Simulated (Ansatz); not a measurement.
# HfS2 (P-3m1): how far a G0W0 gap depends on its settings

Aim: test how the G0W0 gap of HfS2 (CdI2 type) moves with the number of bands, the screening cutoff and the other choices.

Code: Ansatz 0.2.0. G0W0, plane waves. Computed at 0 K without zero-point motion; spin polarisation is off.

### 1 Starting point

The cell was relaxed beforehand with r2SCAN+rVV10.

It is trigonal, P-3m1 (No. 164); a = 3.630 Å, c = 5.878 Å in the conventional setting, 22.36 Å³ an atom. Near Hf stand 6 S at 2.54 Å; near S stand 3 Hf at 2.54 Å.

As a file:

```xyz
3
Lattice="3.6303 0.0000 0.0000 -1.8151 3.1439 0.0000 0.0000 0.0000 5.8784" Properties=species:S:1:pos:R:3 pbc="T T T"
Hf    0.0000    0.0000    0.0000
S     0.0000    2.0960    1.4380
S     1.8151    1.0480    4.4403
```

### 2 From PBE, 60 empty bands, 80 eV

input.yaml

```yaml
crystal:
  lattice:
    - [3.6302959563, 0.0, 0.0]
    - [-1.8151479781, 3.1439285214, 0.0]
    - [0.0, 0.0, 5.8783581538]
  atoms:
    - { symbol: Hf, position: [0.0, 0.0, 0.0] }
    - { symbol: S, position: [0.3333333333, 0.6666666667, 0.2446279711] }
    - { symbol: S, position: [0.6666666667, 0.3333333333, 0.7553720289] }
kpoints:
  mp_grid: { grid: [6, 6, 2] }
hamiltonian:
  xc: pbe
scf:
  occupations: { method: fixed }
gw:
  n_empty_bands: 60
  ecut_chi: 80
  qp_bands: [v1, c1]
  qp_kpoints: band_edges
  screening: { model: contour_deformation }
```

Run with:

```sh
> ansatz run input.yaml --threads 4 --pin off --max-ram 3686MiB --backend cpu --events-out ev --progress --plain --runs-dir out
```

The log of the run (excerpt; [...] marks lines left out):

```text
Warning: RAYON_NUM_THREADS=4 ignored (pool sized by the plan → 4); use --threads N
[...]
Pseudopotentials: kind: paw
Pseudopotential: Hf, paw, valence charge 26, recommended cutoff 420 eV (normal), Hf.paw.azcp
Pseudopotential: S, paw, valence charge 6, recommended cutoff 420 eV (normal), S.paw.azcp
Functional definition: PBE
[...]
Crystal: 3 atoms, lattice volume = 67.092 Å³
Basis set: ecut = 420 eV, 1315 PW (Γ)
Bands: 23, of which v1, the nominal top of the filled ones, is band 19 counted from 1 (18 counted from 0)
Symmetry: 12 space group operations
Space group: P-3m1 (ITA 164), of the structure as read, at distance tolerance 4.1e-5 Å
k-points: 14 of 72
[...]
SCF iter   1: F=—  HF=-17530.154603 eV  |F-HF|=—  |Δ(HF+E_count)|=         —  Δρ=1.45e-3  dr2=6.90e-4  ethr=1.77e-3  ⟨swp⟩=4.9  Hψ=1221  notcnv=0  defer=25
[...]
SCF iter   7: F=-17530.154459 eV  HF=-17530.154459 eV  |F-HF|=4.10e-8  |Δ(HF+E_count)|=   1.82e-8  Δρ=5.84e-6  dr2=2.46e-8  ethr=2.63e-10  ⟨swp⟩=2.2  Hψ=1010  notcnv=0
[...]
NSCF: frozen V_eff on 14 k-points
G₀W₀ screening: q 1/14
G₀W₀ screening: q 2/14 (q-point 11)
G₀W₀ screening: q 3/14 (q-point 12)
G₀W₀ screening: q 4/14 (q-point 3)
G₀W₀ screening: q 5/14 (q-point 4)
G₀W₀ screening: q 6/14 (q-point 5)
G₀W₀ screening: q 7/14 (q-point 6)
G₀W₀ screening: q 8/14 (q-point 9)
G₀W₀ screening: q 9/14 (q-point 10)
G₀W₀ screening: q 10/14 (q-point 7)
G₀W₀ screening: q 11/14 (q-point 8)
G₀W₀ screening: q 12/14 (q-point 13)
[...]
    ik  band        ε_KS         Σx   Σc(E_QP)       V_xc       Z   E_QP_lin       E_QP  E_QP is
     0    19      9.0553   -18.5130     2.2668   -16.0737  0.7449     8.8823     8.8829  root
     0    20     10.9795   -10.8287    -4.2515   -15.9439  0.7582    11.8623    11.8432  root
     1    19      8.8096   -18.6001     2.1759   -16.2582  0.7518     8.6431     8.6436  root
     1    20     10.9359   -10.7299    -4.2379   -15.8221  0.7589    11.8086    11.7902  root
     2    19      8.9623   -18.4976     2.3039   -16.0333  0.7433     8.8014     8.8019  root
     2    20     10.8743   -10.5355    -4.0705   -15.3994  0.7584    11.6830    11.6676  root
     3    19      8.2559   -18.1196     2.1490   -15.8009  0.7476     8.0857     8.0862  root
     3    20     10.8215   -10.4701    -4.0463   -15.2991  0.7603    11.6187    11.6040  root
     4    19      7.9660   -17.8792     2.5354   -15.1240  0.7315     7.7452     7.7462  root
     4    20     10.4177   -10.3565    -3.7360   -14.8118  0.7617    11.1477    11.1369  root
     5    19      8.0899   -18.2173     2.6239   -15.3521  0.7337     7.8472     7.8485  root
     5    20     10.3056   -10.0232    -3.8072   -14.5458  0.7648    11.0314    11.0210  root
     6    19      7.6839   -18.5071     2.6779   -15.5471  0.7388     7.3999     7.4018  root
     6    20     10.2341   -10.4017    -3.5823   -14.6773  0.7624    10.9368    10.9274  root
     7    19      8.1416   -18.5043     2.6150   -15.6496  0.7352     7.9005     7.9020  root
     7    20     10.0894   -10.0471    -3.6817   -14.4297  0.7648    10.7996    10.7902  root
```

It took 18 s on 4 threads of Arm Neoverse N1, shared host; peak memory 0.35 GiB.

On its 6×6×2 mesh the gap goes from 1.03 eV (PBE) to 1.91 eV, a shift of +0.88 eV, with 60 empty bands and a screening cutoff of 80 eV. The renormalisation factors Z of the two edge bands lie between 0.73 and 0.76.

### 3 From PBE, 60 empty bands, 80 eV

input.yaml: that of step 2 with these lines changed.

```diff
@@ -20,2 +20,2 @@
   qp_kpoints: band_edges
-  screening: { model: contour_deformation }
+  screening: { model: godby_needs }
```

Run with:

```sh
> ansatz run input.yaml --threads 4 --pin off --max-ram 3686MiB --backend cpu --events-out ev --progress --plain --runs-dir out
```

The log of the run (excerpt; [...] marks lines left out):

```text
Warning: RAYON_NUM_THREADS=4 ignored (pool sized by the plan → 4); use --threads N
[...]
[... 4 set-up lines as earlier in the session ...]
[...]
Crystal: 3 atoms, lattice volume = 67.092 Å³
Basis set: ecut = 420 eV, 1315 PW (Γ)
Bands: 23, of which v1, the nominal top of the filled ones, is band 19 counted from 1 (18 counted from 0)
[... 2 set-up lines as earlier in the session ...]
k-points: 14 of 72
[...]
SCF iter   1: F=—  HF=-17530.154603 eV  |F-HF|=—  |Δ(HF+E_count)|=         —  Δρ=1.45e-3  dr2=6.90e-4  ethr=1.77e-3  ⟨swp⟩=4.9  Hψ=1221  notcnv=0  defer=25
[...]
     2    19      8.9623   -18.4976     2.3100   -16.0333  0.7825     8.8079     8.8081  root
     2    20     10.8743   -10.5355    -4.0661   -15.3994  0.7998    11.6758    11.6719  root
     3    19      8.2559   -18.1196     2.1340   -15.8009  0.7853     8.0710     8.0712  root
     3    20     10.8215   -10.4701    -4.0465   -15.2991  0.8008    11.6076    11.6039  root
     4    19      7.9660   -17.8792     2.4991   -15.1240  0.7812     7.7096     7.7100  root
     4    20     10.4177   -10.3565    -3.7422   -14.8118  0.7999    11.1336    11.1308  root
     5    19      8.0899   -18.2173     2.5982   -15.3521  0.7811     7.8224     7.8228  root
     5    20     10.3056   -10.0232    -3.8227   -14.5458  0.8019    11.0082    11.0055  root
     6    19      7.6839   -18.5071     2.6509   -15.5471  0.7822     7.3742     7.3748  root
     6    20     10.2341   -10.4017    -3.5904   -14.6773  0.7995    10.9218    10.9193  root
     7    19      8.1416   -18.5043     2.5973   -15.6496  0.7809     7.8838     7.8842  root
     7    20     10.0894   -10.0471    -3.7006   -14.4297  0.8013    10.7739    10.7713  root
```

Wall time 17 s (4 threads of Arm Neoverse N1, shared host); peak memory 0.36 GiB.

With 60 empty bands and 80 eV for the screening, the 6×6×2 mesh shows 1.03 eV for PBE and 1.88 eV for the quasiparticles (+0.85 eV). The renormalisation factors Z of the two edge bands lie between 0.78 and 0.80.

### 4 From PBE, 2 empty bands, 80 eV

input.yaml: that of step 3 with these lines changed.

```diff
@@ -16,3 +16,3 @@
 gw:
-  n_empty_bands: 60
+  n_empty_bands: 2
   ecut_chi: 80
@@ -20,2 +20,2 @@
   qp_kpoints: band_edges
-  screening: { model: godby_needs }
+  screening: { model: contour_deformation }
```

Run with:

```sh
> ansatz run input.yaml --threads 4 --pin off --max-ram 3686MiB --backend cpu --events-out ev --progress --plain --runs-dir out
```

The log of the run (excerpt; [...] marks lines left out):

```text
Warning: RAYON_NUM_THREADS=4 ignored (pool sized by the plan → 4); use --threads N
[...]
[... 4 set-up lines as earlier in the session ...]
[...]
Crystal: 3 atoms, lattice volume = 67.092 Å³
Basis set: ecut = 420 eV, 1315 PW (Γ)
Bands: 23, of which v1, the nominal top of the filled ones, is band 19 counted from 1 (18 counted from 0)
[... 2 set-up lines as earlier in the session ...]
k-points: 14 of 72
[...]
SCF iter   1: F=—  HF=-17530.154603 eV  |F-HF|=—  |Δ(HF+E_count)|=         —  Δρ=1.45e-3  dr2=6.90e-4  ethr=1.77e-3  ⟨swp⟩=4.9  Hψ=1221  notcnv=0  defer=25
[...]
     2    19      8.9623   -18.4976     2.6956   -16.0333  0.7207     9.1915     9.1936  root
     2    20     10.8743   -10.5355    -2.7429   -15.3994  0.7408    13.2525    12.9952  root ?
     3    19      8.2559   -18.1196     2.5273   -15.8009  0.7207     8.4628     8.4646  root
     3    20     10.8215   -10.4701    -2.7489   -15.2991  0.7405    13.1415    12.9016  root ?
     4    19      7.9660   -17.8792     2.9057   -15.1240  0.6945     8.1178     8.1166  root
     4    20     10.4177   -10.3565    -2.5841   -14.8118  0.7416    12.5655    12.2889  root ?
     5    19      8.0899   -18.2173     2.9496   -15.3521  0.6947     8.1737     8.1742  root
     5    20     10.3056   -10.0232    -2.6491   -14.5458  0.7435    12.4541    12.1791  root ?
     6    19      7.6839   -18.5071     2.9151   -15.5471  0.7022     7.6389     7.6391  root
     6    20     10.2341   -10.4017    -2.4411   -14.6773  0.7415    12.2936    12.0686  root ?
     7    19      8.1416   -18.5043     2.9218   -15.6496  0.6988     8.2085     8.2088  root
     7    20     10.0894   -10.0471    -2.5323   -14.4297  0.7428    12.1756    11.9396  root ?
```

It took 8.2 s on 4 threads of Arm Neoverse N1, shared host; peak memory 0.32 GiB.

The run ends with 2.65 eV on its mesh, which is not to be quoted. So few empty bands can't build the screening or the self-energy.

### 5 From LDA, 90 empty bands, 110 eV

input.yaml: that of step 4 with these lines changed.

```diff
@@ -12,3 +12,3 @@
 hamiltonian:
-  xc: pbe
+  xc: lda
 scf:
@@ -16,6 +16,6 @@
 gw:
-  n_empty_bands: 2
-  ecut_chi: 80
+  n_empty_bands: 90
+  ecut_chi: 110
   qp_bands: [v1, c1]
   qp_kpoints: band_edges
-  screening: { model: contour_deformation }
+  screening: { model: godby_needs }
```

Run with:

```sh
> ansatz run input.yaml --threads 4 --pin off --max-ram 3686MiB --backend cpu --events-out ev --progress --plain --runs-dir out
```

The log of the run:

```text
Warning: RAYON_NUM_THREADS=4 ignored (pool sized by the plan → 4); use --threads N
Engine: ansatz 0.2.0, aarch64-unknown-linux-gnu
[... 3 set-up lines as earlier in the session ...]
Functional definition: SPW92
  exchange = slater_x
  correlation = pw_c
Crystal: 3 atoms, lattice volume = 67.092 Å³
Basis set: ecut = 420 eV, 1315 PW (Γ)
Bands: 23, of which v1, the nominal top of the filled ones, is band 19 counted from 1 (18 counted from 0)
[... 2 set-up lines as earlier in the session ...]
k-points: 14 of 72
Non-local potential: Hf, projectors of the file, l = 0: 3, l = 1: 2, l = 2: 2, l = 3: 3
Non-local potential: S, projectors of the file, l = 0: 2, l = 1: 2, l = 2: 2
PAW form: soft (Blöchl's): semilocal exchange-correlation on the pseudo side does not see the compensation charge
PAW frozen core: Hf, regenerated for the run's functional, and the local potential with it (the file was generated under x = pbe(κ = 0.804, μ = 0.2195149727645171), c = pbe(β = 0.06672455060314922))
PAW frozen core: S, regenerated for the run's functional, and the local potential with it (the file was generated under x = pbe(κ = 0.804, μ = 0.2195149727645171), c = pbe(β = 0.06672455060314922))
PAW one-centre angular grid: Hf, 590 points (default); XC on 64 Gauss nodes
PAW one-centre angular grid: S, 110 points (default); XC on 64 Gauss nodes
Initial density: superposition of atomic densities (neutral atoms: chi_scale 0, normalization atom), corrected by the library's trained network
Initial wavefunctions: pseudopotential atomic-orbital guess
Functional: x = slater, c = lda
SCF iter   1: F=—  HF=-17220.630737 eV  |F-HF|=—  |Δ(HF+E_count)|=         —  Δρ=6.99e-3  dr2=5.62e-2  ethr=1.77e-3  ⟨swp⟩=4.7  Hψ=1212  notcnv=0  defer=23
preconditioner: auto → Resta (q_TF=auto, 2.482 Å⁻¹)  ε∞=5.6  [insulator: Δε(μ)=0.765 eV  Ē_g=11.635 eV  n_scr=22 (ndim 8)  ℏωp=24.8 eV  f_vac=0.071  ε∞_Penn≈5.6]
SCF iter   2: F=—  HF=-17220.619775 eV  |F-HF|=—  |Δ(HF+E_count)|=   1.10e-2  Δρ=2.99e-3  dr2=3.86e-3  ethr=1.48e-4  ⟨swp⟩=2.6  Hψ=582  notcnv=0  defer=26
SCF iter   3: F=—  HF=-17220.618807 eV  |F-HF|=—  |Δ(HF+E_count)|=   9.68e-4  Δρ=1.33e-3  dr2=8.70e-4  ethr=1.01e-5  ⟨swp⟩=2.0  Hψ=558  notcnv=0  defer=26
SCF iter   4: F=—  HF=-17220.618537 eV  |F-HF|=—  |Δ(HF+E_count)|=   2.70e-4  Δρ=6.09e-4  dr2=2.27e-4  ethr=2.29e-6  ⟨swp⟩=2.0  Hψ=558  notcnv=0  defer=26
SCF iter   5: F=—  HF=-17220.618523 eV  |F-HF|=—  |Δ(HF+E_count)|=   1.44e-5  Δρ=1.18e-4  dr2=1.78e-5  ethr=5.98e-7  ⟨swp⟩=2.1  Hψ=537  notcnv=0  defer=1
SCF iter   6: F=—  HF=-17220.618525 eV  |F-HF|=—  |Δ(HF+E_count)|=   1.74e-6  Δρ=3.30e-5  dr2=8.01e-7  ethr=4.68e-8  ⟨swp⟩=3.0  Hψ=588  notcnv=0
SCF iter   7: F=-17220.618525 eV  HF=-17220.618525 eV  |F-HF|=3.10e-8  |Δ(HF+E_count)|=   2.47e-7  Δρ=7.34e-6  dr2=6.10e-8  ethr=2.63e-10  ⟨swp⟩=5.2  Hψ=1089  notcnv=0
SCF 1 converged in 7 iterations: F = -17220.618525 eV  dr2 = 6.10e-8
NSCF: frozen V_eff on 14 k-points
G₀W₀ screening: q 1/14
G₀W₀ screening: q 2/14 (q-point 11)
G₀W₀ screening: q 3/14 (q-point 12)
G₀W₀ screening: q 4/14 (q-point 3)
G₀W₀ screening: q 5/14 (q-point 4)
G₀W₀ screening: q 6/14 (q-point 5)
G₀W₀ screening: q 7/14 (q-point 6)
G₀W₀ screening: q 8/14 (q-point 9)
G₀W₀ screening: q 9/14 (q-point 10)
G₀W₀ screening: q 10/14 (q-point 7)
G₀W₀ screening: q 11/14 (q-point 8)
G₀W₀ screening: q 12/14 (q-point 13)
G₀W₀ screening: q 13/14 (q-point 14)
G₀W₀ screening: q 14/14 (q-point 2)
G₀W₀ self-energy: k 1/8
G₀W₀ self-energy: k 2/8
G₀W₀ self-energy: k 3/8
G₀W₀ self-energy: k 4/8
G₀W₀ self-energy: k 5/8
G₀W₀ self-energy: k 6/8
G₀W₀ self-energy: k 7/8
G₀W₀ self-energy: k 8/8
SCF converged after 7 iterations
Free energy (F): -17220.618525 eV
Harris-Foulkes:  -17220.618525 eV  (|F-HF|=3.10e-8)
Internal energy: -17220.618525 eV  (E = F + TS)
E sigma→0 (E₀):  -17220.618525 eV
Fermi energy:    8.826941 eV
--- Per-component energies (eV) ---
  E_band       = -219.991295
  E_kinetic    = 635.013753
  E_local      = -8222.492865  (includes V_loc(G=0)·N_el)
  E_nonlocal   = -1173.490316
  E_hartree    = 3788.081089
  E_xc         = -489.391695
  E_vxc        = -441.187444  (∫ρ·V_xc dr)
  E_paw        = -7822.431042  (= ΣΔE_a)
  E_vpaw       = 1406.003264  (= ΣTr[D̂ρ^β])
  E_aug_tail   = 0.000001  (compensation charges beyond the density's cutoff)
  E_ewald      = -3938.671089
  E_core_change = 2.763638  (= ΣΔE_core)
  E_smearing   = -0.000000  (= −TS)
  E_closure    = 0.000000  (closes the sum)
  Σ components = -17220.618525   (vs F -17220.618525, Δ=0.00e0)
--- Band table (eV; the first three rows and the last of 14) ---
  k-point 0: bands = ["-53.2300", "-21.9249", "-21.8137", "-21.8137", "-4.3229", "-3.3873", "-3.2472", "-3.2258", "-3.2258", "-3.2182", "-3.2182", "-3.2050", "-2.3914", "3.9460", "5.9450", "5.9450", "8.7242", "8.7242", "8.8269", "10.5843", "10.5843", "11.2144", "14.0070"]
  k-point 1: bands = ["-53.2300", "-21.9251", "-21.8137", "-21.8137", "-4.0824", "-3.4596", "-3.2472", "-3.2258", "-3.2258", "-3.2181", "-3.2181", "-3.2050", "-2.7317", "5.1170", "5.9852", "5.9852", "6.9046", "8.5870", "8.5870", "10.5397", "10.5397", "11.4825", "14.5583"]
  k-point 2: bands = ["-53.2283", "-21.9153", "-21.8638", "-21.8250", "-4.0235", "-3.3647", "-3.2445", "-3.2224", "-3.2219", "-3.2190", "-3.2107", "-3.2069", "-2.4649", "4.3396", "5.6490", "6.1074", "7.0880", "8.0806", "8.7337", "10.4848", "11.3517", "11.6780", "13.6946"]
  k-point 13: bands = ["-53.2226", "-21.9503", "-21.9503", "-21.8815", "-3.3057", "-3.3057", "-3.2353", "-3.2313", "-3.2263", "-3.2263", "-3.2092", "-2.6116", "-2.6116", "4.9939", "5.0077", "5.0077", "6.5469", "6.9659", "6.9659", "11.3669", "11.9643", "11.9643", "14.9216"]
--- G₀W₀: ω_p = 27.9456 eV, 72 q-points, 90 empty bands' worth ---
  eigenvalues of the whole cell's RPA ε∞ on this k-mesh (on a slab, of 1 + 4πα/V) = 5.4977, 13.0095, 13.0095; static W/v taken at q = 0 is 0.113731
  GN-PPA: 841036/2224235 pairs with Re ω̃² < 0 across q-mesh
  bands read: the sum over 109 bands ends inside a degenerate multiplet in 2 slots, whose members it reads at an even weight; the widest, k=1: bands 109 to 110 (counted from 1) at 1/2 each
  gw.qp_kpoints: band_edges: 8 of 14 stored k-points solved, in 1 pass; an edge of the gap read off the rows below is read off those points alone
    valence top: of the k-points left out ik 8 came nearest to being solved in a further pass, in band 19 (counted from 1, as in the quasiparticle table): it holds the edge there only if its correction is more favourable than any solved in that band by at least 0.590 eV; those differ by 0.140 eV
    conduction bottom: of the k-points left out ik 11 came nearest to being solved in a further pass, in band 20 (counted from 1, as in the quasiparticle table): it holds the edge there only if its correction is more favourable than any solved in that band by at least 0.864 eV; those differ by 0.223 eV
    ik  band        ε_KS         Σx   Σc(E_QP)       V_xc       Z   E_QP_lin       E_QP  E_QP is
     0    19      8.8269   -18.4477     2.0518   -16.2185  0.7779     8.6494     8.6496  root
     0    20     10.5843   -10.8878    -4.4818   -16.3971  0.7957    11.6199    11.6118  root
     1    19      8.5870   -18.5330     1.9496   -16.4101  0.7800     8.4135     8.4137  root
     1    20     10.5397   -10.7857    -4.4692   -16.2724  0.7962    11.5646    11.5572  root
     2    19      8.7337   -18.4305     2.0841   -16.1767  0.7771     8.5639     8.5641  root
     2    20     10.4848   -10.5938    -4.2954   -15.8280  0.7950    11.4297    11.4236  root
     3    19      8.0081   -18.0155     1.8864   -15.9803  0.7807     7.8593     7.8594  root
     3    20     10.4310   -10.5370    -4.2713   -15.7350  0.7961    11.3635    11.3578  root
     4    19      7.7065   -17.7663     2.2793   -15.2645  0.7762     7.4837     7.4841  root
     4    20     10.0350   -10.4461    -3.9466   -15.2333  0.7949    10.8795    10.8756  root
     5    19      7.8439   -18.1400     2.3922   -15.4973  0.7765     7.5932     7.5936  root
     5    20      9.9138   -10.0819    -4.0349   -14.9625  0.7974    10.7635    10.7595  root
     6    19      7.4514   -18.4444     2.4455   -15.7102  0.7779     7.1623     7.1628  root
     6    20      9.8560   -10.4923    -3.7915   -15.0884  0.7945    10.6641    10.6606  root
     7    19      7.9179   -18.4513     2.3860   -15.8077  0.7759     7.6599     7.6603  root
     7    20      9.7009   -10.1128    -3.9055   -14.8417  0.7966    10.5281    10.5243  root
```

Run time: 28 s. Hardware: 4 threads of Arm Neoverse N1, shared host; peak memory 0.42 GiB.

With 90 empty bands and 110 eV for the screening, the 6×6×2 mesh shows 0.87 eV for LDA and 1.87 eV for the quasiparticles (+1.00 eV). The renormalisation factors Z of the two edge bands lie between 0.78 and 0.80.

### 6 Results

```
start  potentials  frequencies  empty bands  cutoff (eV)   mesh  Kohn-Sham gap (eV)  G0W0 gap (eV)
  PBE         PAW         full           60           80  6×6×2                1.03           1.91
  PBE         PAW         pole           60           80  6×6×2                1.03           1.88
  LDA         PAW         pole           90          110  6×6×2                0.87           1.87
```

Gaps are those on each run's own mesh. Runs that failed or were set aside have no row.

What this shows: Over the runs in the table the G0W0 gap on the mesh spans 1.87 to 1.91 eV, and the shift from the starting levels +0.85 to +1.00 eV; where more than one setting differs between two runs, no single one explains their difference. The G0W0 figures hold for the stated bands, cutoff and mesh and aren't extrapolated. Spin-orbit coupling is left out.
